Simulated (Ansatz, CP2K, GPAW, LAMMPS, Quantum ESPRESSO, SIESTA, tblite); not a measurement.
# GPAW on free surface of aqueous Ca2+ and SO4 2-, 6.5 mol of salt per kg of water at 360 K (189 atoms): settings against a plane-wave reference

Aim: run free surface of aqueous Ca2+ and SO4 2-, 6.5 mol of salt per kg of water at 360 K (189 atoms) in GPAW and see how near its forces come to a plane-wave reference, and at what cost.

Main program and level: GPAW 26.7.0; the method is named at each step.

### Step 1. The starting structure

The cell holds 189 atoms: 75 O, 6 S, 102 H and 6 Ca. Its edges and angles: a = 10.669 Å, b = 10.669 Å, c = 25.709 Å, α = 90.0°, β = 90.0°, γ = 90.0°. 51 H2O, 6 Ca2+, 6 SO4 2- placed at random, at 1.85 g/cm³, as a film with 12 Å of vacuum; overlaps pushed apart, then 10 ps at 400 K with divalent ions of Li, Roberts, Chakravorty and Merz (J. Chem. Theory Comput. 9, 2733 (2013)); MMFF94 bonds, angles, torsions, charges and radii (Halgren, J. Comput. Chem. 17, 490 (1996)) in harmonic and 12-6 forms; SPC/E water (Berendsen, Grigera and Straatsma, J. Phys. Chem. 91, 6269 (1987)); charges of ions scaled by 0.85. Snapshot after 20 ps at 360 K and fixed volume. Vacuum lies along c.

The yardstick, on the same geometry:

| Property | Result |
| --- | --- |
| method | Kohn-Sham DFT, PBE, SSSP efficiency 1.3.0 pseudopotentials, plane waves (Quantum ESPRESSO 7.5); sssp-pbe-1.3.0-efficiency, cutoffs 60/480 Ry, Γ point |
| r.m.s. force component | 0.9757 eV/Å |
| longest force | 7.064 eV/Å |
| gap (highest filled to lowest empty level) | 4.004 eV |
| time | 24 min on 4 MPI ranks of Arm Neoverse V1, shared host |
| CPU time | 1.6 h |

### Step 2. PBE, LCAO dzp, h 0.18 Å

Method: Kohn-Sham DFT, PBE, PAW, atomic orbitals (dzp).

File run.py:

```python
import numpy as np
from ase.io import read
from gpaw import GPAW, FermiDirac
from ase.parallel import parprint as print

atoms = read("structure.xyz")
atoms.calc = GPAW(
    mode="lcao",
    basis="dzp",
    h=0.18,
    xc="PBE",
    kpts={"size": (1, 1, 1), "gamma": True},
    occupations=FermiDirac(0.05),
    maxiter=200,
    symmetry={"point_group": False},
    txt="gpaw.txt",
)
energy = atoms.get_potential_energy(force_consistent=True)
forces = atoms.get_forces()
print(f"energy {energy:.6f} eV")
print("forces (eV/A)")
for i, (a, f) in enumerate(zip(atoms, forces)):
    print(f"{i:4d} {a.symbol:2s} {f[0]:10.5f} {f[1]:10.5f} {f[2]:10.5f}")
print(f"Fermi level {atoms.calc.get_fermi_level():.4f} eV")
for k in range(len(atoms.calc.get_ibz_k_points())):
    for s in range(atoms.calc.get_number_of_spins()):
        e = atoms.calc.get_eigenvalues(kpt=k, spin=s)
        n = np.searchsorted(e, atoms.calc.get_fermi_level())
        print(f"k {k} spin {s} levels about the Fermi level:", np.round(e[max(n - 6, 0):n], 4).tolist(), "|", np.round(e[n:n + 6], 4).tolist())
```

File structure.xyz:

```xyz
189
Lattice="10.66860 0.00000 0.00000 0.00000 10.66860 0.00000 0.00000 0.00000 25.70910" Properties=species:S:1:pos:R:3 pbc="T T T"
O 8.52485 10.45555 11.22845
S 8.65405 9.77788 12.54141
O 8.26987 10.64129 13.59009
O 7.84334 8.60380 12.65299
O 9.99445 9.29128 12.70235
O 8.29420 8.17706 7.94154
S 7.50845 6.97588 7.83073
O 7.38075 6.35358 9.14421
O 6.19771 7.24035 7.27773
O 8.14932 6.03139 7.01499
O 9.26472 2.32341 18.22338
S 10.50580 2.42807 17.53104
O 0.20558 1.12500 16.91582
O 10.45309 3.47572 16.60731
O 0.90342 2.71548 18.46967
O 4.02889 4.75051 12.36145
S 5.17598 4.98512 13.20959
O 6.15706 5.77993 12.47765
O 4.67893 5.65905 14.43412
O 5.75454 3.77242 13.70604
O 9.55352 1.32749 6.87358
S 0.18201 1.42938 7.47106
O 1.21569 1.88205 6.58204
O 0.24004 2.41644 8.47938
O 0.63083 0.28176 8.19812
O 5.16008 2.94517 7.14456
S 4.63487 3.11331 8.46138
O 5.28533 2.09606 9.26839
O 5.00741 4.40816 8.98456
O 3.19941 2.82846 8.55625
O 1.00167 5.75635 16.94204
H 1.99161 5.64497 16.85540
H 0.55103 4.88078 16.76799
O 9.87347 2.16903 11.14258
H 9.47254 1.26231 11.27344
H 9.42261 2.82355 11.74932
O 5.37868 10.14434 6.88078
H 4.51047 10.33137 6.42136
H 5.53039 9.15665 6.91780
O 0.63884 7.75703 14.51279
H 1.61384 7.71852 14.29400
H 0.16888 8.33026 13.84152
O 0.87664 7.85241 9.94171
H 0.75064 8.63655 9.33395
H 10.66199 7.58239 10.32503
O 9.06223 7.02197 10.99938
H 8.39864 6.78182 10.29084
H 8.58652 7.43761 11.77451
O 3.06050 1.27170 18.67046
H 2.35019 1.94766 18.47456
H 2.74844 0.66167 19.39880
O 1.75509 0.75054 14.94753
H 2.61935 1.24929 15.01231
H 1.23756 0.86885 15.79490
O 6.99028 4.25538 5.73184
H 7.40636 4.96175 6.30439
[... 129 atom lines left out ...]
Ca 7.16887 1.54247 7.21449
Ca 5.18302 6.29661 10.23813
Ca 1.68905 1.39311 10.18852
Ca 7.32677 2.14706 14.18422
```

Started as:

```sh
$ OMP_NUM_THREADS=1 mpirun -np 4 gpaw python run.py > output.txt
```

The log of the run:

```text
energy -918.512515 eV
forces (eV/A)
   0 O     0.04403    0.55029   -1.67080
   1 S     1.39964    0.29108   -2.46814
   2 O    -1.70366    4.82927    4.74003
   3 O    -4.16401   -5.09772    0.44394
   4 O     4.39781   -1.60949    0.61054
   5 O     2.78975    3.25372   -0.14183
   6 S    -1.52679    1.12839    2.57201
   7 O    -1.15936   -1.43406    3.89348
   8 O    -3.34973    1.43686   -2.09819
   9 O     4.08895   -4.27968   -4.52617
  10 O    -5.16870   -0.31605    2.63958
  11 S     1.52790   -2.65428    1.24016
  12 O     0.20036   -1.97488   -1.19991
  13 O    -0.47730    5.60673   -5.51256
  14 O     3.06344    0.94962    3.45331
  15 O    -2.90111   -0.81727   -3.18610
  16 S    -0.90993    0.37242    0.90184
  17 O     2.30621    2.39077   -2.09575
  18 O    -0.50414    2.93750    2.11678
  19 O     1.62900   -4.60128    0.98573
  20 O    -3.79561   -0.73203   -2.38049
  21 S    -0.37384    0.23281   -0.51898
  22 O     3.89337    1.06376   -5.70345
  23 O    -0.65099    6.79328    5.99681
[...]
181 H    -0.24921    0.53251   -0.80792
 182 H     0.00231   -0.25084    0.77679
 183 Ca    0.67299   -0.37147    0.15145
 184 Ca    0.01649   -0.09711    0.65908
 185 Ca    0.13581   -0.89360    0.46761
 186 Ca   -0.40180    0.36974    0.31058
 187 Ca   -0.27676    0.26710    0.67702
 188 Ca    0.43659    0.30130   -0.12775
Fermi level -0.9928 eV
k 0 spin 0 levels about the Fermi level: [-2.6635, -2.6461, -2.4853, -2.4758, -2.4209, -2.2238] | [2.0335, 2.3082, 2.7811, 3.1198, 3.376, 3.4694]
```

gpaw.txt:

```text
Input parameters:
  mode=LCAO(),
  basis={'default': 'dzp'},
  h=0.18,
  kpts=MonkhorstPack(size=(1, 1, 1), gamma=True),
  maxiter=200,
  occupations=Occupations(name='fermi-dirac', width=0.05, fixmagmom=False),
  symmetry=Symmetry(point_group=False),
  xc=XC(name='PBE')
Unit cell  # Å
| periodic |         x |         y |         z |   lengths |    angles |
|----------|-----------|-----------|-----------|-----------|-----------|
|      yes | 10.668600 |  0.000000 |  0.000000 | 10.668600 | 90.000000 |
|      yes |  0.000000 | 10.668600 |  0.000000 | 10.668600 | 90.000000 |
|      yes |  0.000000 |  0.000000 | 25.709100 | 25.709100 | 90.000000 |
Number of symmetries: 1
Symmetry operations  # r_c * U_cc + t_c -> r_c
|   | kind |            matrix            |
|---|------|------------------------------|
| 0 |  E   |  1, 0, 0,  0, 1, 0,  0, 0, 1 |
BZ-sampling:
  Number of BZ points: 1
  Number of IBZ points: 1
  Monkhorst-Pack size: [1, 1, 1]
  Monkhorst-Pack shift: [0, 0, 0]
[... lines left out ...]
        l=1, rc=8.6719 Bohr: 4p-dz split-valence wave
        l=2, rc=5.1250 Bohr: 3d-dz split-valence wave
        l=1, rc=10.7812 Bohr: p-type Gaussian polarization
      Number of RI-basis functions 0
Reference energy: -330548.853912  # eV
eigensolver:
density mixing:
  MSR1-Mixer
occupation numbers:
  Fermi-Dirac:
    width: 0.0500  # eV
FastPoissonSolver using
    Stencil: 6*3+1=19 point O(h^6) finite-difference Laplacian
xc functional:
  name: PBE with 2 nearest neighbor stencil
interpolation: tri-quintic # 5. degree polynomial
Initialization done in: 7.475 s
convergence criteria:
- Maximum [total energy] change in last 3 cyles: 0.0005 eV / valence electron
- Maximum integral of absolute [dens]ity change: 0.0001 electrons / valence electron
- Maximum integral of absolute [eigenst]ate change: 4e-08 eV^2 / valence electron
maximum number of iterations: 200
SCF iterations
|iter     |      energy | eigst |  dens |
|---------|-------------|-------|-------|
|iter:   1| -977.230377 |      c|       |
|iter:   2| -962.554589 |      c| -0.85 |
|iter:   3| -918.387860 |      c| -0.90 |
|iter:   4| -918.479450 |      c| -1.49 |
|iter:   5| -918.518987c|      c| -1.82 |
|iter:   6| -918.512952c|      c| -2.86 |
|iter:   7| -918.512530c|      c| -3.20 |
|iter:   8| -918.512520c|      c| -3.58 |
|iter:   9| -918.512515c|      c| -4.14c|
Converged in 9 steps
SCF loop duration: 80.729 s (8.970 s/step)
Energy contributions relative to reference atoms: (reference = -330548.853912)
Energy contributions:
  Kinetic:         926.268568
  Coulomb:        -902.134420
  Zero:              9.398434
  External:          0.000000
  Xc:             -952.045097
  Entropy:          -0.000000
  Spinorbit:         0.000000
  ----------------------------
  Free energy:    -918.512515
  Extrapolated:   -918.512515
dipole moment: (-4.890829, 66.386137, 0.577546)  # |e|*Ang
Fermi level: -0.993
Eigenvalues  # (at kpt = [0.000, 0.000, 0.000])
| band index |      eig [eV] | occ [0-2] |
|------------|---------------|-----------|
|          0 |       -41.332 |     2.000 |
|        ... |               |           |
|        316 |        -2.805 |     2.000 |
|        317 |        -2.753 |     2.000 |
[...]
|        331 |         3.661 |     0.000 |
|        ... |               |           |
|        392 |         6.356 |     0.000 |
Gap: 4.257 eV
Transition (v -> c):
  (s=0, k=0, n=323, [0.00, 0.00, 0.00]) -> (s=0, k=0, n=324, [0.00, 0.00, 0.00])
No difference between direct/indirect transitions
Force computation time: 16.198  # s
```

The job ended after 1.8 min (4 MPI ranks of Arm Neoverse V1, shared host; peak memory 4.5 GiB).

Banners, paths, timers and routine set-up lines are dropped from the logs unmarked, and long logs keep their key lines alone; longer cuts are marked.

Against the reference:

- r.m.s. force component: 1.252 eV/Å
- r.m.s. difference of force components: 532 meV/Å
- longest difference of force vectors: 2137 meV/Å
- force difference over r.m.s. force: 54.52 %
- slope of forces against the reference's: 1.175
- correlation of force components: 0.9155
- gap (highest filled to lowest empty level): 4.257 eV
- gap difference: 0.2531 eV

This run lies far from the reference in forces at the same functional.

Length of the force difference by element (eV/Å):

```tsv
element	atoms	mean	most
Ca	6	0.092	0.15
H	102	0.64	0.73
O	75	1.1	2.1
S	6	0.41	0.62
```

Levels nearest the highest filled one (eV from it): -0.44, -0.42, -0.26, -0.25, -0.20, 0.00, 4.26, 4.53, 5.00, 5.34, 5.60, 5.69.

The surroundings of S12, one of the 6 S atoms, nearest first, numbered as they follow in the input and with coordinates relative to it.

```tsv
atom	x	y	z	distance (Å)	bonds	Fx	Fy	Fz (eV/Å)
S12	0.00	0.00	0.00	0.00	4	1.53	-2.65	1.24
O14	-0.05	1.05	-0.92	1.40	1	-0.48	5.61	-5.51
O11	-1.24	-0.10	0.69	1.42	1	-5.17	-0.32	2.64
O15	1.07	0.29	0.94	1.45	1	3.06	0.95	3.45
O13	0.37	-1.30	-0.62	1.49	1	0.20	-1.97	-1.20
H108	0.54	-2.37	0.51	2.48	1	0.41	0.21	0.01
H141	-0.33	0.56	-2.40	2.49	1	0.26	-0.45	0.06
H33	0.71	2.45	-0.76	2.67	1	0.41	0.17	0.06
H176	-1.66	-1.48	1.52	2.69	1	0.43	-0.25	0.14
```

Atoms are counted from 1 here, from 0 in the log.

Forces lie 55 % from the reference's, at 0.075 times its CPU time.

### Step 3. RPBE, LCAO dzp, h 0.18 Å

Method: Kohn-Sham DFT, RPBE, PAW, atomic orbitals (dzp).

Changes to run.py since step 2:

```diff
@@ -10,3 +10,3 @@
     h=0.18,
-    xc="PBE",
+    xc="RPBE",
     kpts={"size": (1, 1, 1), "gamma": True},
```

structure.xyz is that of step 2.

The log of the run:

```text
energy -881.554511 eV
forces (eV/A)
   0 O     0.09020    0.56863   -1.81356
   1 S     1.39127    0.28564   -2.51721
   2 O    -1.76379    4.94467    4.88599
   3 O    -4.27613   -5.24925    0.50024
   4 O     4.59305   -1.68477    0.60952
   5 O     2.91087    3.36626   -0.08370
[...]
186 Ca   -0.38319    0.35100    0.33416
 187 Ca   -0.27132    0.28215    0.69195
 188 Ca    0.42856    0.29125   -0.10052
Fermi level -0.8668 eV
k 0 spin 0 levels about the Fermi level: [-2.5507, -2.542, -2.3857, -2.349, -2.288, -2.1106] | [2.1831, 2.4785, 2.9546, 3.2627, 3.5182, 3.6073]
```

gpaw.txt:

```text
Input parameters:
  mode=LCAO(),
  basis={'default': 'dzp'},
  h=0.18,
  kpts=MonkhorstPack(size=(1, 1, 1), gamma=True),
  maxiter=200,
  occupations=Occupations(name='fermi-dirac', width=0.05, fixmagmom=False),
[... lines left out ...]
  Fermi-Dirac:
[... lines left out ...]
convergence criteria:
- Maximum [total energy] change in last 3 cyles: 0.0005 eV / valence electron
[... lines left out ...]
Converged in 9 steps
[... lines left out ...]
  Free energy:    -881.554511
[... lines left out ...]
Fermi level: -0.867
[... lines left out ...]
|        ... |               |           |
|        316 |        -2.666 |     2.000 |
|        317 |        -2.617 |     2.000 |
[...]
|        331 |         3.807 |     0.000 |
|        ... |               |           |
|        392 |         6.546 |     0.000 |
Gap: 4.294 eV
Transition (v -> c):
  (s=0, k=0, n=323, [0.00, 0.00, 0.00]) -> (s=0, k=0, n=324, [0.00, 0.00, 0.00])
No difference between direct/indirect transitions
Force computation time: 17.149  # s
```

The job ended after 1.8 min (4 MPI ranks; peak memory 4.5 GiB).

Compared with the plane-wave run:

```yaml
r_m_s_force_component: 1.291 eV/Å
r_m_s_difference_of_force_components: 531.9 meV/Å
longest_difference_of_force_vectors: 2386 meV/Å
force_difference_over_r_m_s_force: 54.52 %
slope_of_forces_against_the_reference_s: 1.226
correlation_of_force_components: 0.927
spacing_of_highest_filled_and_lowest_empty_level: 4.294 eV
gap_difference: 0.2895 eV
```

Against the first run (55 %), the force difference from the reference is 55 %, at 1.0 times the CPU time; the model has changed, so this is no error of the program alone.

### Step 4. PBE, LCAO sz(dzp), h 0.18 Å

Method: Kohn-Sham DFT, PBE, PAW, atomic orbitals (sz(dzp)).

Changes to run.py since step 3:

```diff
@@ -3,3 +3,2 @@
 from gpaw import GPAW, FermiDirac
-from ase.parallel import parprint as print
 
@@ -8,5 +7,5 @@
     mode="lcao",
-    basis="dzp",
+    basis="sz(dzp)",
     h=0.18,
-    xc="RPBE",
+    xc="PBE",
     kpts={"size": (1, 1, 1), "gamma": True},
```

structure.xyz is that of step 3.

Started as:

```sh
$ OMP_NUM_THREADS=1 python run.py > output.txt
```

The log of the run:

```text
energy -658.390922 eV
forces (eV/A)
   0 O    -1.15031    5.78844  -11.74253
   1 S     1.67572    2.04789   -4.34332
   2 O    -5.32502   12.68774   14.34216
   3 O   -11.21191  -15.44735    1.38008
   4 O    15.70516   -6.01031    2.32564
   5 O     9.75534   13.73639    0.71497
   6 S    -2.78785    2.39107    2.74008
   7 O    -2.25026   -6.26426   14.44368
   8 O   -14.02616    3.33687   -6.61414
   9 O     9.92109  -13.06220  -11.61655
  10 O   -16.41422   -1.40168    8.79509
  11 S     1.21497   -4.34325    0.59481
  12 O     3.24838  -11.67421   -5.77205
  13 O    -0.76390   15.53835  -14.40824
  14 O    11.99740    3.52292   11.26697
  15 O   -12.48761   -3.01854  -10.44015
  16 S    -0.31171    1.14030   -0.00845
  17 O    10.12704    8.63284   -8.27554
  18 O    -4.02736    8.22921   11.65789
  19 O     6.68626  -15.06518    5.63326
  20 O   -15.39662   -1.72721   -7.43393
  21 S    -2.67660   -1.59285   -3.42747
  22 O    12.58311    4.92812  -12.61127
  23 O     0.38543   15.11190   14.60350
[...]
181 H     0.00530   -0.60607    3.05875
 182 H    -2.35986    3.04671    0.29502
 183 Ca    0.84463   -0.74118    0.22298
 184 Ca   -0.01005    0.17733    0.57836
 185 Ca    0.47304   -1.17390    0.34356
 186 Ca   -0.71981    0.54480    0.16067
 187 Ca   -0.40933    0.17227    0.98211
 188 Ca    0.58175    0.38898   -0.34754
Fermi level 0.2357 eV
k 0 spin 0 levels about the Fermi level: [-1.9081, -1.8315, -1.8256, -1.6798, -1.3947, -1.3401] | [2.75, 3.1657, 3.645, 4.0878, 4.2198, 4.3565]
```

gpaw.txt:

```text
Input parameters:
  mode=LCAO(),
  basis={'default': 'sz(dzp)'},
  h=0.18,
  kpts=MonkhorstPack(size=(1, 1, 1), gamma=True),
  maxiter=200,
  occupations=Occupations(name='fermi-dirac', width=0.05, fixmagmom=False),
  symmetry=Symmetry(point_group=False),
  xc=XC(name='PBE')
Unit cell  # Å
| periodic |         x |         y |         z |   lengths |    angles |
[... lines left out ...]
  Fermi-Dirac:
[... lines left out ...]
convergence criteria:
- Maximum [total energy] change in last 3 cyles: 0.0005 eV / valence electron
[... lines left out ...]
Converged in 9 steps
[... lines left out ...]
  Free energy:    -658.390922
  Extrapolated:   -658.390922
dipole moment: (-3.781104, 69.283168, 0.903129)  # |e|*Ang
Fermi level: 0.236
Eigenvalues  # (at kpt = [0.000, 0.000, 0.000])
| band index |      eig [eV] | occ [0-2] |
|------------|---------------|-----------|
|          0 |       -40.216 |     2.000 |
|        ... |               |           |
|        316 |        -1.987 |     2.000 |
|        317 |        -1.943 |     2.000 |
[...]
|        331 |         4.423 |     0.000 |
|        ... |               |           |
|        392 |         7.451 |     0.000 |
Gap: 4.090 eV
Transition (v -> c):
  (s=0, k=0, n=323, [0.00, 0.00, 0.00]) -> (s=0, k=0, n=324, [0.00, 0.00, 0.00])
No difference between direct/indirect transitions
Force computation time: 8.583  # s
timing:  # [seconds]
  Total:  71.250  # ━━━━━━━━━━━━━━━━━━━━━━━━━━━━━━━━━━━━━━━━━━━━━━━━━━━━━━━━━
  Init:   14.964  # ━━━━━━━━━━━━
  SCF:    47.659  # ━━━━━━━━━━━━━━━━━━━━━━━━━━━━━━━━━━━━━━
  Forces:  8.583  # ━━━━━━━
```

The job ended after 73 s (1 thread; peak memory 1.9 GiB).

Numbers from this run, and their distance from the reference:

```
r.m.s. force component                           : 4.219 eV/Å
r.m.s. difference of force components            : 3798 meV/Å
longest difference of force vectors              : 15470 meV/Å
force difference over r.m.s. force               : 389.2 %
slope of forces against the reference's          : 2.276
correlation of force components                  : 0.5264
gap (highest filled to lowest empty level) : 4.09 eV
gap difference                                   : 0.0859 eV
```

This is a coarse setting, run to see what it loses.

Against the first run (55 %), the force difference from the reference is 389 %, at 0.17 times the CPU time (on 1 against 4 cores), with 504 basis functions against 1737: the smaller basis costs accuracy.

### Step 5. Side by side

Differences are against the plane-wave reference, forces as r.m.s. over components; share is that over the reference's r.m.s. force, slope the least-squares factor from reference forces to these. Total energies of different programs have different zeros and aren't compared.

```tsv
run	Δ force, r.m.s. (meV/Å)	share (%)	slope	Δ gap (eV)	cores	CPU time	memory (GiB)
reference	-	-	-	-	4	1.6 h	11
GPAW PBE, LCAO dzp, h 0.18 Å	532	54.5	1.175	0.253	4	7.1 min	4.5
GPAW RPBE, LCAO dzp, h 0.18 Å	532	54.5	1.226	0.289	4	7.2 min	4.5
GPAW PBE, LCAO sz(dzp), h 0.18 Å (coarse)	3798	389	2.276	0.0859	1	73 s	1.9
```

Rows marked coarse were listed beforehand as settings not expected to be converged; some can still land near the reference.

CPU time is summed over cores on a shared host, where runs went side by side, so it is rough. Symmetry, cutoffs, thresholds, outputs and thread counts weren't matched or tuned between programs; memory under MPI is the largest rank's times the ranks.

### Step 6. What came out

```json
{
 "nearest in forces": "a tie at 55 % of 2 runs: GPAW PBE, LCAO dzp, h 0.18 Å; GPAW RPBE, LCAO dzp, h 0.18 Å"
}
```

What this shows: The PBE run in local orbitals, coarse settings apart, differs by 55 % (GPAW PBE, LCAO dzp, h 0.18 Å); basis, grid and potentials can all enter, and differences of this size make the forces unusable. Rows with another functional or a dispersion term differ by 55 % (GPAW RPBE, LCAO dzp, h 0.18 Å), which mixes the change of model with differences of basis and potentials. Runs with settings chosen to be coarse differ by 389 % (GPAW PBE, LCAO sz(dzp), h 0.18 Å), their programs' other errors included. Of the electronic-structure runs that take under half the reference's CPU time, GPAW RPBE, LCAO dzp, h 0.18 Å is among the nearest, at 55 % in 7.2 min against 1.6 h. At the same functional, gaps differ from the reference's 4.00 eV by between +0.09 and +0.25 eV. The network of contacts between molecules at the start is that of the classical potential that made the cell, and needn't be the one that DFT or experiment would give. The concentration wasn't checked against solubility and may exceed it. The reference's PBE has no dispersion term, which matters for the binding between molecules or layers. The electronic-structure runs sample only Γ, in a cell whose shortest periodic width is 11 Å.

[Also dropped from logs without a mark: logging warnings of Python, and SIESTA's first energy breakdown and zero terms.]

[Logs are printed without paths, hosts, clocks, repeated set-up lines and the standing remarks that a program may print on its own settings, such as how far it seeks lower states.]

[Hosts, paths, dates, database ids (printed as entryN), source tags and the programs' standing remarks are cut or masked in the printed files.]

[The MMFF94 radii named for the starting cell were scaled by 0.96; in molecules described by MMFF94, hydrogen bound to N, O or S took a small fixed 12-6 site in their place.]
